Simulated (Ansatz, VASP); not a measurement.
## One calculation of Al, two programs

```xyz
2
Lattice="0.0000 3.0233 3.0233 3.0233 0.0000 3.0233 3.0233 3.0233 0.0000" Properties=species:S:1:pos:R:3 pbc="T T T"
Al    0.0000    0.0000    0.0000
Al    1.5117    1.5117    1.5117
```

Alike in both runs: functional PBE; k mesh 9 × 9 × 9; occupations fermi-dirac, width 0.08 eV; no spin polarisation.

Ansatz relaxed the structure, and its values are those at the end. VASP's run is a single point on that final structure, the one shown.

```csv
,VASP,Ansatz
version,VASP 6.6.1,Ansatz 0.2.0
potentials or method,"VASP PAW PBE potentials, release 64 (Al)","PAW with Ansatz's default frozen-core files, scalar-relativistic"
plane-wave cutoff (eV),520,420
valence electrons in the cell,6,6
```

```tsv
	VASP	Ansatz	Ansatz less VASP
pressure (GPa)	0.0	0.0	+0.01
```
